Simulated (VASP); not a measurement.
# MgO (P6_3mc) in VASP: further runs

The runs below take MgO through relaxation of cell and atoms, with PBEsol.

All numbers are computed with VASP 6.6.1; they aren't measurements. Logs are shortened: lines on timing, memory, paths and dates and some standing lists are left out, and cuts for length are marked.

## Step 1: Starting point

The structure is hexagonal, space group P6_3mc (No. 186). Conventional cell: a = 3.241 Å, b = 3.241 Å, c = 5.192 Å, α = 90.00°, β = 90.00°, γ = 120.00°. Around Mg (site symmetry 3m) lie 4 O at 1.97 Å. O (site symmetry 3m) is surrounded by 4 Mg at 1.97 Å.

The cell was built by a generator and needn't be a form met in nature.

## Step 2: Relaxation of cell and atoms, PBEsol

The input, INCAR:

```
SYSTEM = MgO
ALGO = Normal
EDIFF = 1E-6
EDIFFG = -0.01
ENCUT = 600
GGA = PS
IBRION = 2
ISIF = 3
ISMEAR = 0
LASPH = .TRUE.
LCHARG = .FALSE.
LREAL = .FALSE.
LWAVE = .FALSE.
NELM = 80
NSW = 90
PREC = Accurate
SIGMA = 0.03
```

The input, KPOINTS:

```
k-points
0
G
  9 9 5
  0 0 0
```

The input, POSCAR:

```
MgO
1.0
    3.2405760000      0.0000000000      0.0000000000
   -1.6202880000      2.8064211400      0.0000000000
    0.0000000000      0.0000000000      5.1917194900
Mg O
2 2
Direct
    0.3333333300      0.6666666700      0.5000000000
    0.6666666700      0.3333333300      0.0000000000
    0.6666666700      0.3333333300      0.3790100000
    0.3333333300      0.6666666700      0.8790100000
```

Potentials or basis: VASP PAW PBE potentials, release 64 (Mg, O).

Command:

```bash
$ cat potpaw_PBE.64/Mg/POTCAR potpaw_PBE.64/O/POTCAR > POTCAR
$ mpirun -np 1 vasp_std > vasp.out
```

OUTCAR:

```text
SYSTEM = MgO
   EDIFF = 1E-6
   EDIFFG = -0.01
   ENCUT = 600
   GGA = PS
   IBRION = 2
   ISIF = 3
   ISMEAR = 0
   LASPH = .TRUE.
   LREAL = .FALSE.
   NELM = 80
   NSW = 90
   PREC = Accurate

 ion  position               nearest neighbor table
   1  0.333  0.667  0.500-   4 1.97   3 1.97   3 1.97   3 1.97   2 3.20   2 3.20   2 3.20   2 3.20
                             2 3.20   2 3.20
   2  0.667  0.333  0.000-   3 1.97   4 1.97   4 1.97   4 1.97   1 3.20   1 3.20   1 3.20   1 3.20
                             1 3.20   1 3.20
   3  0.667  0.333  0.379-   2 1.97   1 1.97   1 1.97   1 1.97
   4  0.333  0.667  0.879-   1 1.97   2 1.97   2 1.97   2 1.97

  LATTYP: Found a hexagonal cell.
 ALAT       =     3.2405760000
 C/A-ratio  =     1.6020977413

  Lattice vectors:

 A1 = (   3.2405760000,   0.0000000000,   0.0000000000)
 A2 = (  -1.6202880000,   2.8064211400,   0.0000000000)
 A3 = (   0.0000000000,   0.0000000000,   5.1917194900)

Analysis of symmetry for initial positions (statically):
=====================================================================
 Subroutine PRICEL returns:
 Original cell was already a primitive cell.

 Routine SETGRP: Setting up the symmetry group for a
 hexagonal supercell.

 Subroutine GETGRP returns: Found 12 space group operations
 (whereof  6 operations were pure point group operations)
 out of a pool of 24 trial point group operations.

The static configuration has the point symmetry C_3v.
 The point group associated with its full space group is C_6v.

Analysis of symmetry for dynamics (positions and initial velocities):
=====================================================================
 Subroutine PRICEL returns:
 Original cell was already a primitive cell.

 Routine SETGRP: Setting up the symmetry group for a
 hexagonal supercell.

 Subroutine GETGRP returns: Found 12 space group operations
 (whereof  6 operations were pure point group operations)
 out of a pool of 24 trial point group operations.

The dynamic configuration has the point symmetry C_3v.
 The point group associated with its full space group is C_6v.

 Subroutine INISYM returns: Found 12 space group operations
 (whereof  6 operations are pure point group operations),
 and found     1 'primitive' translations

----------------------------------------------------------------------------------------

                                     Primitive cell

  volume of cell :      47.2157
[... 123 lines left out ...]
   LRPA    =     F    only Hartree local field effects (RPA)
 conjugate gradient relaxation of ions
 non-spin polarized calculation
 Gauss-broadening in eV      SIGMA  =   0.03
  energy-cutoff  :      600.00
  volume of cell :       47.22
 maximum number of plane-waves:      1595
 NGX is ok and might be reduce to    28
   NGX = 13   NGY = 13   NGZ = 21

--------------------------------------- Ionic step        1  -------------------------------------------

 number of electron      15.9999996 magnetization

 Free energy of the ion-electron system (eV)
  ---------------------------------------------------
  ext. energy  EPLUGINS =         0.00000000
  ---------------------------------------------------
  free energy    TOTEN  =       -24.53623041 eV

  energy without entropy =      -24.53623041  energy(sigma->0) =      -24.53623041

------------------------ aborting loop because EDIFF is reached ----------------------------------------

  FORCE on cell =-STRESS in cart. coord.  units (eV):
  Direction    XX          YY          ZZ          XY          YZ          ZX
  --------------------------------------------------------------------------------------
  -------------------------------------------------------------------------------------
  Total        0.3924539      0.3924539     -0.0347264      0.0000000      0.0000000      0.0000000
  in kB       13.3172026     13.3172026     -1.1783750      0.0000000      0.0000000      0.0000000
  external PRESSURE =       8.4853434 kB  Pullay stress =       0.0000000 kB
[... 95 lines left out ...]
  FREE ENERGIE OF THE ION-ELECTRON SYSTEM (eV)
  ---------------------------------------------------
  free  energy   TOTEN  =       -24.5441255917 eV

  energy  without entropy=      -24.5441255917  energy(sigma->0) =      -24.54412559

[... ionic steps 4 to 7 ...]

--------------------------------------- Ionic step        8  -------------------------------------------

 number of electron      15.9999995 magnetization

------------------------ aborting loop because EDIFF is reached ----------------------------------------
[... 71 lines left out ...]
--------------------------------------- Ionic step       10  -------------------------------------------

 number of electron      15.9999995 magnetization

 Free energy of the ion-electron system (eV)
  ---------------------------------------------------
  ext. energy  EPLUGINS =         0.00000000
  ---------------------------------------------------
  free energy    TOTEN  =       -24.55582826 eV

  energy without entropy =      -24.55582826  energy(sigma->0) =      -24.55582826

 E-fermi :   1.1788     XC(G=0):  -9.9706

 val. band max:        0.9812137475   @ k =   0.0000   0.0000   0.0000
 cond. band min:       4.3567316684   @ k =   0.0000   0.0000   0.0000
 fundamental gap:      3.3755179209
 Fermi energy:         1.1788372683

 k-point     1 :       0.0000    0.0000    0.0000
  band No.  band energies     occupation
      1     -15.1723      2.00000
      2     -14.3605      2.00000
      3      -2.3261      2.00000
      4       0.2526      2.00000
      5       0.2526      2.00000
      6       0.5802      2.00000
      7       0.5802      2.00000
      8       0.9812      2.00000
      9       4.3567      0.00000
     10       9.3944      0.00000
     11      11.1613      0.00000
     12      15.0356      0.00000
[... 331 lines left out ...]
 k-point    24 :       0.3333    0.3333    0.2000
  band No.  band energies     occupation
      1     -14.3369      2.00000
      2     -14.3369      2.00000
      3      -1.6781      2.00000
      4      -1.2845      2.00000
      5      -1.2845      2.00000
      6      -0.4923      2.00000
      7       0.1568      2.00000
      8       0.1568      2.00000
      9       9.2019      0.00000
     10       9.2363      0.00000
     11      10.9497      0.00000
     12      10.9497      0.00000

 [... further k-points ...]
[... 5 lines left out ...]
  --------------------------------------------------------------------------------------
  -------------------------------------------------------------------------------------
  Total       -0.0137403     -0.0137403     -0.0363469      0.0000000     -0.0000000      0.0000000
  in kB       -0.4654571     -0.4654571     -1.2312618      0.0000000     -0.0000000      0.0000000
  external PRESSURE =      -0.7207253 kB  Pullay stress =       0.0000000 kB
[... 19 lines left out ...]
  FREE ENERGIE OF THE ION-ELECTRON SYSTEM (eV)
  ---------------------------------------------------
  free  energy   TOTEN  =       -24.5558282602 eV

  energy  without entropy=      -24.5558282602  energy(sigma->0) =      -24.55582826

 reached required accuracy - stopping structural energy minimisation
```

OSZICAR:

```text
N       E                     dE             d eps       ncg     rms          rms(c)
DAV:   1     0.777613871174E+02    0.77761E+02   -0.83796E+03   864   0.132E+03
DAV:   2    -0.227624465469E+02   -0.10052E+03   -0.92247E+02  1252   0.245E+02
DAV:   3    -0.284121262816E+02   -0.56497E+01   -0.56139E+01  1060   0.627E+01
[... 70 lines left out ...]
DAV:   1    -0.245561347399E+02   -0.38214E-03   -0.56892E-02   864   0.241E+00    0.120E-01
DAV:   2    -0.245559386314E+02    0.19611E-03   -0.49883E-04   964   0.232E-01    0.661E-02
DAV:   3    -0.245558305593E+02    0.10807E-03   -0.98752E-05  1012   0.105E-01    0.941E-03
DAV:   4    -0.245558282410E+02    0.23182E-05   -0.88596E-06   948   0.292E-02    0.350E-03
DAV:   5    -0.245558282602E+02   -0.19131E-07   -0.16706E-07   432   0.406E-03
  10 F= -.24555828E+02 E0= -.24555828E+02  d E =-.758755E-04
```

Wall time 53 s (1 thread of Intel Xeon 6975P-C (Granite Rapids), shared host); peak memory 0.2 GiB.

What came out:

| Property | Result |
| --- | --- |
| Free energy | -24.5558 eV |
| Relaxed volume | 11.82 Å³/atom |
| Relaxed cell | a = 3.299 Å, b = 3.299 Å, c = 5.017 Å, α = 90.00°, β = 90.00°, γ = 120.00° |
| Space group after relaxing (to 0.05 Å) | P6_3mc (No. 186) |
| Energy gained by relaxing | 4.9 meV/atom |
| Ionic steps | 10 |
| Pressure after relaxing | -0.1 GPa |
| Band gap on the k mesh | 3.38 eV, direct |

Step by step:
| step | energy change (eV) | largest force (eV/Å) | pressure (GPa) | volume (Å³) |
| --- | --- | --- | --- | --- |
| 1 | 0.0000 | 0.1673 | 0.85 | 47.22 |
| 2 | -0.0065 | 0.0809 | -0.30 | 47.64 |
| 3 | -0.0079 | 0.0361 | -0.94 | 47.89 |
| 4 | -0.0133 | 0.0429 | -0.46 | 47.67 |
| 5 | -0.0180 | 0.0742 | 0.43 | 47.21 |
| 6 | -0.0180 | 0.0789 | 0.54 | 47.16 |
| 7 | -0.0195 | 0.0143 | -0.17 | 47.33 |
| 8 | -0.0195 | 0.0062 | -0.05 | 47.31 |
| 9 | -0.0195 | 0.0080 | -0.07 | 47.31 |
| 10 | -0.0196 | 0.0013 | -0.07 | 47.30 |

Final structure:
```
Mg O
1.0
     3.29924    0.00000    0.00000
    -1.64962    2.85722    0.00000
     0.00000    0.00000    5.01730
Mg O
2 2
Direct
  0.33333 0.66667 0.49100
  0.66667 0.33333 0.99100
  0.66667 0.33333 0.38801
  0.33333 0.66667 0.88801
```

Levels at points of the mesh, in eV from the valence-band top:
```tsv
k point	band 5	band 6	band 7	band 8	band 9	band 10	band 11	band 12
(0.00, 0.00, 0.00)	-0.73	-0.40	-0.40	0.00	3.38	8.41	10.18	14.05
```

Caveat: the PAW data sets were made with another functional, which shifts forces and pressure a little.

(Continued in part 2 of 2.)
